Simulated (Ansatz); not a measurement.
# Sn: relaxation

Aim: relax the structure. Runs: cell and atoms relaxed (PAW).

Method: DFT r²SCAN, frozen-core PAW, scalar-relativistic unless said, in Ansatz 0.2.0.

3 further runs of the same task are left out: 3 set aside as unsound or not needed.

## Step 1: Starting point

Symmetry: I4/mmm, No. 139, tetragonal system. Conventional cell: a = 3.182 Å, b = 3.182 Å, c = 5.831 Å, α = 90.00°, β = 90.00°, γ = 90.00°. Sn (site symmetry 4/mmm) has 4 Sn at 3.18 Å as nearest neighbours.

Coordinates:

```xyz
1
Lattice="-1.5908 1.5908 2.9156 1.5908 -1.5908 2.9156 1.5908 1.5908 -2.9156" Properties=species:S:1:pos:R:3 pbc="T T T"
Sn    0.0000    0.0000    0.0000
```

Cartesian axes are those of the input's lattice vectors. The structure goes back to a database entry.

## Step 2: Cell and atoms relaxed, PAW

File input.yaml:

```yaml
crystal:
  lattice:
    - [-1.59075, 1.59075, 2.91565]
    - [1.59075, -1.59075, 2.91565]
    - [1.59075, 1.59075, -2.91565]
  atoms:
    - { symbol: Sn, position: [0.0, 0.0, 0.0] }
kpoints:
  mp_grid: { grid: [14, 14, 14] }
scf:
  occupations: { method: fermi_dirac, width: 0.1 }
hamiltonian:
  xc: r2scan
  pseudopotentials: { kind: paw }
relax:
  f_tol: 0.002
  max_steps: 80
  cell: {}
output:
  forces: true
  stress: true
  write_density: true
  write_potential: true
  elf: true
  volumetric_format: npy
```

Command:

```
$ ansatz run input.yaml --threads 2 --pin off --max-ram 6144MiB --backend cpu --events-out ev --progress --plain --runs-dir out
```

What it wrote:

```text
Engine: ansatz 0.2.0
Pseudopotentials: kind: paw
Pseudopotential: Sn, paw, valence charge 14, recommended cutoff 500 eV (meta_gga), Sn.paw.azcp
Functional definition: r2SCAN
  parameter k0 = 0.174
  parameter k1 = 0.065
  parameter a1 = 4.9479
  exchange = r2scan_x(k0 = k0, k1 = k1, a1 = a1)
  correlation = r2scan_c
Crystal: 1 atoms, lattice volume = 29.512 Å³
Basis set: ecut = 500 eV, 755 PW (Γ), exchange–correlation on 108×108×108 points (64 copies of the dense FFT grid, shifted against one another)
Bands: 11, of which v1, the nominal top of the filled ones, is band 7 counted from 1 (6 counted from 0)
Symmetry: 16 space group operations
Space group: I4/mmm (ITA 139), of the structure as read, at distance tolerance 3.1e-5 Å
k-points: 244 of 2744
Non-local potential: Sn, projectors of the file, l = 0: 2, l = 1: 2, l = 2: 2, l = 3: 2
PAW form: soft (Blöchl's): semilocal exchange-correlation on the pseudo side does not see the compensation charge
PAW frozen core: Sn, regenerated for the run's functional (the file was generated under x = pbe(κ = 0.804, μ = 0.2195149727645171), c = pbe(β = 0.06672455060314922))
PAW one-centre angular grid: Sn, 590 points (default); XC on 249 of its mesh's 2787 points in the sphere
Initial density: superposition of atomic densities (neutral atoms: chi_scale 0, normalization atom), corrected by the library's trained network
Initial wavefunctions: pseudopotential atomic-orbital guess
Functional: x = r2scan, c = r2scan; τ floored in thin density (d = 2e-4 eV/Å³)
SCF iter   1: F=—  HF=-6038.366201 eV  |F-HF|=—  |Δ(HF+E_count)|=         —  Δρ=4.50e-3  dr2=2.57e-3  dr2_τ=2.03e-4  ethr=1.77e-3  ⟨swp⟩=5.0  Hψ=15867  notcnv=0
preconditioner: auto → Kerker (q_TF=auto, 2.409 Å⁻¹)  [metal: Δε(μ)=0.008 eV  Ē_g=23.872 eV  σ=0.100 eV  W_gap=0.02  n_scr=10 (ndim 8)  ℏωp=25.6 eV  f_vac=0.000  D(μ)=0.56/eV (n_scr^D=0)]
SCF iter   2: F=—  HF=-6038.370481 eV  |F-HF|=—  |Δ(HF+E_count)|=   4.28e-3  Δρ=2.37e-3  dr2=7.40e-4  dr2_τ=2.17e-5  ethr=1.83e-5  ⟨swp⟩=2.9  Hψ=7245  notcnv=0  defer=19
SCF iter   3: F=—  HF=-6038.370907 eV  |F-HF|=—  |Δ(HF+E_count)|=   4.26e-4  Δρ=4.94e-4  dr2=5.33e-5  dr2_τ=2.12e-6  ethr=5.29e-6  ⟨swp⟩=2.0  Hψ=3162  notcnv=0  defer=19
SCF iter   4: F=—  HF=-6038.370954 eV  |F-HF|=—  |Δ(HF+E_count)|=   4.68e-5  Δρ=1.55e-4  dr2=7.86e-6  dr2_τ=3.34e-8  ethr=3.81e-7  ⟨swp⟩=2.9  Hψ=4406  notcnv=0  defer=19
SCF iter   5: F=—  HF=-6038.370964 eV  |F-HF|=—  |Δ(HF+E_count)|=   1.03e-5  Δρ=3.76e-5  dr2=5.54e-7  dr2_τ=6.27e-9  ethr=5.62e-8  ⟨swp⟩=2.0  Hψ=3170  notcnv=0  defer=19
SCF iter   6: F=-6038.370965 eV  HF=-6038.370965 eV  |F-HF|=2.22e-8  |Δ(HF+E_count)|=   8.96e-7  Δρ=1.00e-5  dr2=2.63e-8  dr2_τ=4.73e-10  ethr=7.14e-10  ⟨swp⟩=8.6  Hψ=14622  notcnv=0
SCF 1 converged in 6 iterations: F = -6038.370965 eV  dr2 = 2.63e-8
relax step   1: F+E_penalty+E_count = -6038.37096476 eV  Δ(F+E_penalty+E_count) = +0.000e0 eV  max|allowed force component| = 0.000e0 eV/Å  Δτ_max = 0.0000 Å  P = -2.782 GPa  Ω = 29.512 Å³  (6 SCF iters, dr2 threshold 1.00e-7 eV, accepted)
Crystal: 1 atoms, lattice volume = 27.665 Å³
Basis set: ecut = 500 eV, 715 PW (Γ), exchange–correlation on 108×108×108 points (64 copies of the dense FFT grid, shifted against one another)
Initial density: handed on by an earlier stage of this run
Initial wavefunctions: those handed on with the density
iter 1 solved again at ethr=6.49e-7 eV; its pass at ethr=3.10e-3 eV (dr2=9.09e-5 eV) is discarded
SCF iter   1: F=—  HF=-6038.354550 eV  |F-HF|=—  |Δ(HF+E_count)|=         —  Δρ=5.47e-4  dr2=9.65e-5  dr2_τ=9.14e-3  ethr=6.49e-7  ⟨swp⟩=2.3  Hψ=25829  notcnv=0
preconditioner: auto → Kerker (q_TF=auto, 2.436 Å⁻¹)  [metal: Δε(μ)=0.036 eV  Ē_g=24.170 eV  σ=0.100 eV  W_gap=0.09  n_scr=10 (ndim 8)  ℏωp=26.4 eV  f_vac=0.000  D(μ)=0.52/eV (n_scr^D=0)]
SCF iter   2: F=—  HF=-6038.389175 eV  |F-HF|=—  |Δ(HF+E_count)|=   3.46e-2  Δρ=7.07e-4  dr2=1.04e-4  dr2_τ=1.05e-6  ethr=6.49e-7  ⟨swp⟩=3.0  Hψ=5870  notcnv=0
SCF iter   3: F=—  HF=-6038.389242 eV  |F-HF|=—  |Δ(HF+E_count)|=   6.77e-5  Δρ=4.42e-4  dr2=4.08e-5  dr2_τ=3.73e-7  ethr=6.49e-7  ⟨swp⟩=2.1  Hψ=3075  notcnv=0
SCF iter   4: F=—  HF=-6038.389271 eV  |F-HF|=—  |Δ(HF+E_count)|=   2.92e-5  Δρ=1.34e-4  dr2=5.01e-6  dr2_τ=3.34e-8  ethr=2.92e-7  ⟨swp⟩=2.0  Hψ=3019  notcnv=0
SCF iter   5: F=—  HF=-6038.389277 eV  |F-HF|=—  |Δ(HF+E_count)|=   5.16e-6  Δρ=3.26e-5  dr2=3.47e-7  dr2_τ=2.59e-9  ethr=3.58e-8  ⟨swp⟩=2.4  Hψ=3619  notcnv=0
SCF iter   6: F=-6038.389277 eV  HF=-6038.389277 eV  |F-HF|=5.29e-9  |Δ(HF+E_count)|=   6.40e-7  Δρ=1.20e-5  dr2=4.57e-8  dr2_τ=1.86e-10  ethr=7.14e-10  ⟨swp⟩=8.4  Hψ=14243  notcnv=0
SCF 2 converged in 6 iterations: F = -6038.389277 eV  dr2 = 4.57e-8
relax step   2: F+E_penalty+E_count = -6038.38927726 eV  Δ(F+E_penalty+E_count) = -1.831e-2 eV  max|allowed force component| = 0.000e0 eV/Å  Δτ_max = 0.0000 Å  P = -0.058 GPa  Ω = 27.665 Å³  energy of the carried Pulay correction = +4.709e-5 eV  (6 SCF iters, dr2 threshold 1.00e-7 eV, accepted)
Crystal: 1 atoms, lattice volume = 27.454 Å³
Basis set: ecut = 500 eV, 707 PW (Γ), exchange–correlation on 108×108×108 points (64 copies of the dense FFT grid, shifted against one another)
iter 1 solved again at ethr=2.09e-6 eV; its pass at ethr=3.10e-3 eV (dr2=2.93e-4 eV) is discarded
SCF iter   1: F=—  HF=-6038.390087 eV  |F-HF|=—  |Δ(HF+E_count)|=         —  Δρ=7.88e-4  dr2=2.65e-4  dr2_τ=6.32e-4  ethr=2.09e-6  ⟨swp⟩=2.0  Hψ=24319  notcnv=0
preconditioner: auto → Kerker (q_TF=auto, 2.439 Å⁻¹)  [metal: Δε(μ)=0.017 eV  Ē_g=24.160 eV  σ=0.100 eV  W_gap=0.04  n_scr=10 (ndim 8)  ℏωp=26.5 eV  f_vac=0.000  D(μ)=0.51/eV (n_scr^D=0)]
SCF iter   2: F=—  HF=-6038.392229 eV  |F-HF|=—  |Δ(HF+E_count)|=   2.14e-3  Δρ=2.91e-4  dr2=2.82e-5  dr2_τ=5.31e-7  ethr=1.89e-6  ⟨swp⟩=2.7  Hψ=4475  notcnv=0
SCF iter   3: F=—  HF=-6038.392240 eV  |F-HF|=—  |Δ(HF+E_count)|=   1.14e-5  Δρ=1.65e-4  dr2=1.06e-5  dr2_τ=7.92e-8  ethr=2.02e-7  ⟨swp⟩=1.4  Hψ=2813  notcnv=0
SCF iter   4: F=—  HF=-6038.392245 eV  |F-HF|=—  |Δ(HF+E_count)|=   4.60e-6  Δρ=4.07e-5  dr2=6.37e-7  dr2_τ=3.38e-9  ethr=7.57e-8  ⟨swp⟩=2.0  Hψ=3178  notcnv=0
SCF iter   5: F=—  HF=-6038.392245 eV  |F-HF|=—  |Δ(HF+E_count)|=   4.05e-7  Δρ=1.79e-5  dr2=1.51e-7  dr2_τ=6.41e-10  ethr=7.14e-10  ⟨swp⟩=8.2  Hψ=14526  notcnv=0
SCF iter   6: F=-6038.392245 eV  HF=-6038.392245 eV  |F-HF|=1.55e-11  |Δ(HF+E_count)|=   3.69e-8  Δρ=6.55e-6  dr2=1.83e-8  dr2_τ=9.38e-11  ethr=7.14e-10  ⟨swp⟩=7.8  Hψ=13155  notcnv=0
SCF 3 converged in 6 iterations: F = -6038.392245 eV  dr2 = 1.83e-8
relax step   3: F+E_penalty+E_count = -6038.39224528 eV  Δ(F+E_penalty+E_count) = -2.968e-3 eV  max|allowed force component| = 0.000e0 eV/Å  Δτ_max = 0.0000 Å  P = +0.162 GPa  Ω = 27.454 Å³  energy of the carried Pulay correction = +5.365e-5 eV  (6 SCF iters, dr2 threshold 1.00e-7 eV, accepted)
Crystal: 1 atoms, lattice volume = 27.073 Å³
Basis set: ecut = 500 eV, 681 PW (Γ), exchange–correlation on 108×108×108 points (64 copies of the dense FFT grid, shifted against one another)
iter 1 solved again at ethr=1.75e-5 eV; its pass at ethr=3.10e-3 eV (dr2=2.46e-3 eV) is discarded
SCF iter   1: F=—  HF=-6038.379769 eV  |F-HF|=—  |Δ(HF+E_count)|=         —  Δρ=2.63e-3  dr2=2.62e-3  dr2_τ=8.89e-3  ethr=1.75e-5  ⟨swp⟩=2.5  Hψ=25654  notcnv=0
preconditioner: auto → Kerker (q_TF=auto, 2.444 Å⁻¹)  [metal: Δε(μ)=0.011 eV  Ē_g=24.184 eV  σ=0.100 eV  W_gap=0.03  n_scr=10 (ndim 8)  ℏωp=26.7 eV  f_vac=0.000  D(μ)=0.48/eV (n_scr^D=0)]
SCF iter   2: F=—  HF=-6038.402119 eV  |F-HF|=—  |Δ(HF+E_count)|=   2.23e-2  Δρ=1.11e-3  dr2=3.67e-4  dr2_τ=4.79e-6  ethr=1.75e-5  ⟨swp⟩=2.9  Hψ=5553  notcnv=0
SCF iter   3: F=—  HF=-6038.402261 eV  |F-HF|=—  |Δ(HF+E_count)|=   1.42e-4  Δρ=5.79e-4  dr2=1.18e-4  dr2_τ=1.16e-6  ethr=2.62e-6  ⟨swp⟩=1.7  Hψ=2886  notcnv=0
SCF iter   4: F=—  HF=-6038.402316 eV  |F-HF|=—  |Δ(HF+E_count)|=   5.57e-5  Δρ=1.72e-4  dr2=1.09e-5  dr2_τ=5.53e-8  ethr=8.41e-7  ⟨swp⟩=2.0  Hψ=3175  notcnv=0
SCF iter   5: F=—  HF=-6038.402320 eV  |F-HF|=—  |Δ(HF+E_count)|=   3.62e-6  Δρ=6.87e-5  dr2=1.85e-6  dr2_τ=1.18e-8  ethr=7.78e-8  ⟨swp⟩=2.0  Hψ=3163  notcnv=0
SCF iter   6: F=—  HF=-6038.402321 eV  |F-HF|=—  |Δ(HF+E_count)|=   5.80e-7  Δρ=2.28e-5  dr2=2.07e-7  dr2_τ=1.19e-9  ethr=1.32e-8  ⟨swp⟩=2.0  Hψ=3152  notcnv=0
SCF iter   7: F=-6038.402321 eV  HF=-6038.402321 eV  |F-HF|=6.77e-10  |Δ(HF+E_count)|=   4.01e-8  Δρ=6.18e-6  dr2=1.43e-8  dr2_τ=1.05e-10  ethr=7.14e-10  ⟨swp⟩=8.2  Hψ=13547  notcnv=0
SCF 4 converged in 7 iterations: F = -6038.402321 eV  dr2 = 1.43e-8
```

## Step 3: The log goes on: cell and atoms relaxed by PAW

Output, continued:

```text
relax step   4: F+E_penalty+E_count = -6038.40232057 eV  Δ(F+E_penalty+E_count) = -1.008e-2 eV  max|allowed force component| = 0.000e0 eV/Å  Δτ_max = 0.0000 Å  P = +0.462 GPa  Ω = 27.073 Å³  energy of the carried Pulay correction = +6.780e-5 eV  (7 SCF iters, dr2 threshold 1.00e-7 eV, accepted)
Crystal: 1 atoms, lattice volume = 27.281 Å³
Basis set: ecut = 500 eV, 697 PW (Γ), exchange–correlation on 108×108×108 points (64 copies of the dense FFT grid, shifted against one another)
iter 1 solved again at ethr=1.16e-5 eV; its pass at ethr=3.10e-3 eV (dr2=1.62e-3 eV) is discarded
SCF iter   1: F=—  HF=-6038.389365 eV  |F-HF|=—  |Δ(HF+E_count)|=         —  Δρ=2.19e-3  dr2=1.75e-3  dr2_τ=5.63e-3  ethr=1.16e-5  ⟨swp⟩=2.1  Hψ=24639  notcnv=0
preconditioner: auto → none  [metal: Δε(μ)=0.014 eV  Ē_g=24.105 eV  σ=0.100 eV  W_gap=0.03  n_scr=8 (ndim 8)  ℏωp=26.6 eV  f_vac=0.000  D(μ)=0.52/eV (n_scr^D=0)]
SCF iter   2: F=—  HF=-6038.404684 eV  |F-HF|=—  |Δ(HF+E_count)|=   1.53e-2  Δρ=6.20e-4  dr2=5.05e-5  dr2_τ=2.80e-6  ethr=1.16e-5  ⟨swp⟩=2.7  Hψ=5671  notcnv=0
SCF iter   3: F=—  HF=-6038.404753 eV  |F-HF|=—  |Δ(HF+E_count)|=   6.87e-5  Δρ=3.20e-4  dr2=1.39e-5  dr2_τ=3.07e-7  ethr=3.60e-7  ⟨swp⟩=2.0  Hψ=3173  notcnv=0
SCF iter   4: F=-6038.404776 eV  HF=-6038.404776 eV  |F-HF|=2.54e-8  |Δ(HF+E_count)|=   2.36e-5  Δρ=1.08e-5  dr2=3.07e-8  dr2_τ=3.59e-10  ethr=7.14e-10  ⟨swp⟩=7.0  Hψ=16007  notcnv=0
SCF 5 converged in 4 iterations: F = -6038.404776 eV  dr2 = 3.07e-8
relax step   5: F+E_penalty+E_count = -6038.40477628 eV  Δ(F+E_penalty+E_count) = -2.456e-3 eV  max|allowed force component| = 0.000e0 eV/Å  Δτ_max = 0.0000 Å  P = +0.061 GPa  Ω = 27.281 Å³  energy of the carried Pulay correction = +6.547e-5 eV  (4 SCF iters, dr2 threshold 1.00e-7 eV, accepted)
Crystal: 1 atoms, lattice volume = 27.322 Å³
iter 1 solved again at ethr=4.68e-9 eV; its pass at ethr=3.10e-3 eV (dr2=6.55e-7 eV) is discarded
SCF iter   1: F=—  HF=-6038.404751 eV  |F-HF|=—  |Δ(HF+E_count)|=         —  Δρ=4.55e-5  dr2=8.01e-7  dr2_τ=8.08e-6  ethr=4.68e-9  ⟨swp⟩=3.2  Hψ=23795  notcnv=0
preconditioner: auto → none  [metal: Δε(μ)=0.044 eV  Ē_g=24.091 eV  σ=0.100 eV  W_gap=0.11  n_scr=8 (ndim 8)  ℏωp=26.6 eV  f_vac=0.000  D(μ)=0.52/eV (n_scr^D=0)]
SCF iter   2: F=—  HF=-6038.404784 eV  |F-HF|=—  |Δ(HF+E_count)|=   3.35e-5  Δρ=1.58e-5  dr2=5.46e-8  dr2_τ=2.20e-9  ethr=4.68e-9  ⟨swp⟩=2.6  Hψ=4601  notcnv=0
SCF iter   3: F=—  HF=-6038.404785 eV  |F-HF|=—  |Δ(HF+E_count)|=   4.18e-8  Δρ=9.86e-6  dr2=2.05e-8  dr2_τ=1.83e-10  ethr=1.08e-10  ⟨swp⟩=7.4  Hψ=12341  notcnv=0
SCF iter   4: F=-6038.404785 eV  HF=-6038.404785 eV  |F-HF|=3.46e-11  |Δ(HF+E_count)|=   2.13e-8  Δρ=1.66e-6  dr2=8.62e-10  dr2_τ=6.47e-12  ethr=1.08e-10  ⟨swp⟩=7.4  Hψ=12581  notcnv=0
SCF 6 converged in 4 iterations: F = -6038.404785 eV  dr2 = 8.62e-10
relax step   6: F+E_penalty+E_count = -6038.40478455 eV  Δ(F+E_penalty+E_count) = -8.271e-6 eV  max|allowed force component| = 0.000e0 eV/Å  Δτ_max = 0.0000 Å  P = -0.014 GPa  Ω = 27.322 Å³  energy of the carried Pulay correction = +6.433e-5 eV  (4 SCF iters, dr2 threshold 1.51e-8 eV, accepted)
Initial wavefunctions: pseudopotential atomic-orbital guess (no wavefunctions were taken with the density)
iter 1 solved again at ethr=1.05e-8 eV; its pass at ethr=3.10e-3 eV (dr2=1.47e-6 eV) is discarded
SCF iter   1: F=—  HF=-6038.404776 eV  |F-HF|=—  |Δ(HF+E_count)|=         —  Δρ=1.88e-5  dr2=1.05e-8  dr2_τ=1.03e-7  ethr=1.05e-8  ⟨swp⟩=3.7  Hψ=24518  notcnv=0
preconditioner: auto → none  [metal: Δε(μ)=0.045 eV  Ē_g=24.092 eV  σ=0.100 eV  W_gap=0.11  n_scr=8 (ndim 8)  ℏωp=26.6 eV  f_vac=0.000  D(μ)=0.52/eV (n_scr^D=0)]
SCF iter   2: F=—  HF=-6038.404777 eV  |F-HF|=—  |Δ(HF+E_count)|=   2.85e-7  Δρ=9.30e-6  dr2=2.35e-9  dr2_τ=1.38e-9  ethr=7.52e-11  ⟨swp⟩=2.0  Hψ=4432  notcnv=0
SCF iter   3: F=—  HF=-6038.404777 eV  |F-HF|=—  |Δ(HF+E_count)|=   6.25e-8  Δρ=7.22e-7  dr2=1.87e-11  dr2_τ=1.26e-11  ethr=1.68e-11  ⟨swp⟩=2.0  Hψ=4447  notcnv=0
SCF iter   4: F=-6038.404777 eV  HF=-6038.404777 eV  |F-HF|=2.91e-11  |Δ(HF+E_count)|=  7.48e-10  Δρ=1.50e-7  dr2=1.17e-12  dr2_τ=4.64e-13  ethr=1.00e-12  ⟨swp⟩=5.9  Hψ=11344  notcnv=0
SCF 7 converged in 4 iterations: F = -6038.404777 eV  dr2 = 1.17e-12
relax step   7: F+E_penalty+E_count = -6038.40477669 eV  Δ(F+E_penalty+E_count) = +7.856e-6 eV  max|allowed force component| = 0.000e0 eV/Å  Δτ_max = 0.0000 Å  P = -0.012 GPa  Ω = 27.322 Å³  stress off target by 1.68e-2 GPa  SCF on the basis re-selected at this cell (its energy is not comparable with the rows above)  (4 SCF iters)
basis re-selected at this cell: Δ(F+E_penalty+E_count) = +7.856e-6 eV, ΔP = +0.002 GPa vs the last step (what re-selecting the basis moved, of the pressure what is left beyond the Pulay correction that the steps carried, after the strain that the cell walked since its last selection, with what the two solves' SCF thresholds leave and, on support functions, any second-order correction that the steps lacked; it is no measure of the basis error at this ecutwfc). This SCF's stress stands 1.68e-2 GPa from its target on what of the cell is left free (relax.cell.stress_tol is 5.00e-2 GPa) and its largest allowed force component is 0.00e0 eV/Å (relax.f_tol is 2.00e-3 eV/Å): within both
SCF converged after 4 iterations
Free energy (F): -6038.404777 eV
Harris-Foulkes:  -6038.404777 eV  (|F-HF|=2.91e-11)
Internal energy: -6038.387656 eV  (E = F + TS)
E sigma→0 (E₀):  -6038.396216 eV
Entropy (-TS):   -0.017121 eV (-17.121 meV/atom)
Fermi energy:    10.793924 eV
--- Per-component energies (eV) ---
  E_band       = -91.031961
  E_kinetic    = 185.611458
  E_local      = -828.119069  (includes V_loc(G=0)·N_el)
  E_nonlocal   = -33.190486
  E_hartree    = 521.912410
  E_xc         = -375.033695
  E_vxc        = -105.004252  (∫ρ·V_xc dr)
  E_paw        = -4157.439956  (= ΣΔE_a)
  E_vpaw       = -360.932030  (= ΣTr[D̂ρ^β])
  E_aug_tail   = -0.000000  (compensation charges beyond the density's cutoff)
  E_vtau       = 6.777580  (kinetic-family band-sum trace: ∫τ·v_τ [+ j·A + Jᵃ·Aᵃ] dr)
  E_ewald      = -1352.863636
  E_core_change = 0.735320  (= ΣΔE_core)
  E_smearing   = -0.017121  (= −TS)
  E_closure    = -0.000000  (closes the sum)
  Σ components = -6038.404777   (vs F -6038.404777, Δ=0.00e0)
--- Forces (eV/Å), atoms counted from 1 ---
  atom   1  Sn    -0.00000000    -0.00000000     0.00000000
  max |Σ_I F_I| component: 1.23e-32 eV/Å
--- Stress (GPa, compression-positive) ---
       -0.016754       0.000000      -0.000000
        0.000000      -0.016754       0.000000
        0.000000       0.000000      -0.003552
  P = ⅓ Tr σ = -0.0124 GPa (-0.124 kbar)
--- Band table (eV; the first three rows and the last of 244) ---
  k-point 0: bands = ["-11.6110", "-11.5319", "-11.5319", "-11.5249", "-11.4352", "-0.9090", "18.9011", "18.9011", "18.9143", "22.1456", "22.8092"]
  k-point 1: bands = ["-11.5976", "-11.5373", "-11.5261", "-11.5207", "-11.4401", "-0.7504", "17.9912", "18.2197", "18.3346", "20.9838", "23.9362"]
  k-point 2: bands = ["-11.5597", "-11.5524", "-11.5110", "-11.5096", "-11.4525", "-0.2739", "16.4323", "16.8899", "17.0727", "19.6162", "23.3064"]
  k-point 243: bands = ["-11.6786", "-11.5975", "-11.3905", "-11.3857", "-11.3857", "4.6644", "6.3323", "13.9372", "13.9372", "17.5486", "17.9173"]
--- Relaxed structure (6 steps of the walk, 6 accepted, 1 SCFs on fresh bases) ---
  F+E_penalty+E_count = -6038.40477669 eV   max|allowed force component| = 0.000e0 eV/Å   (the final SCF, on the basis selected at the relaxed cell)
  cell:  # Å, volume = 27.3217 Å³
    - [-1.6320909892028177, 1.6320909892028177, 2.5642390638624133]
    - [1.6320909892028177, -1.6320909892028177, 2.5642390638624133]
    - [1.6320909892028177, 1.6320909892028177, -2.5642390638624133]
  atoms:
    - { symbol: Sn, position: [0.0, 0.0, 0.0] }
```

It took 35 s on 2 threads of Arm Neoverse V1, shared host; peak memory 0.49 GiB.

The steps of the relaxation:

| step | energy from step 1 (eV/cell) | largest force component (eV/Å) | pressure (GPa) | volume (Å³) |
| --- | --- | --- | --- | --- |
| 1 | 0.0000 | 0.0000 | -2.78 | 29.51 |
| 2 | -0.0183 | 0.0000 | -0.06 | 27.67 |
| 3 | -0.0213 | 0.0000 | 0.16 | 27.45 |
| 4 | -0.0314 | 0.0000 | 0.46 | 27.07 |
| 5 | -0.0338 | 0.0000 | 0.06 | 27.28 |
| 6 | -0.0338 | 0.0000 | -0.01 | 27.32 |
| 7 | -0.0338 | 0.0000 | -0.01 | 27.32 |

Step 1 is the start. Step 7 repeats the geometry before on a plane-wave basis chosen anew for that cell, so the energy can jump there without any move; the table keeps such jumps.

| input's cell | before | after | change |
| --- | --- | --- | --- |
| a (Å) | 3.683 | 3.450 | -6.3 % |
| b (Å) | 3.683 | 3.450 | -6.3 % |
| c (Å) | 3.683 | 3.450 | -6.3 % |
| α (°) | 128.82 | 123.53 | -5.28° |
| β (°) | 128.82 | 123.53 | -5.28° |
| γ (°) | 75.31 | 83.98 | +8.68° |
| volume (Å³/atom) | 29.51 | 27.32 | -7.4 % |

## Step 4: What came out

| quantity | value |
| --- | --- |
| cell | a = 3.450 Å, b = 3.450 Å, c = 3.450 Å, α = 123.53°, β = 123.53°, γ = 83.98° |
| volume | 27.322 Å³/atom |

**Reading.** The volume changes by -7.4 %. Cautions: frozen-core PAW files fitted under PBE, their cores solved anew for the functional of the run.
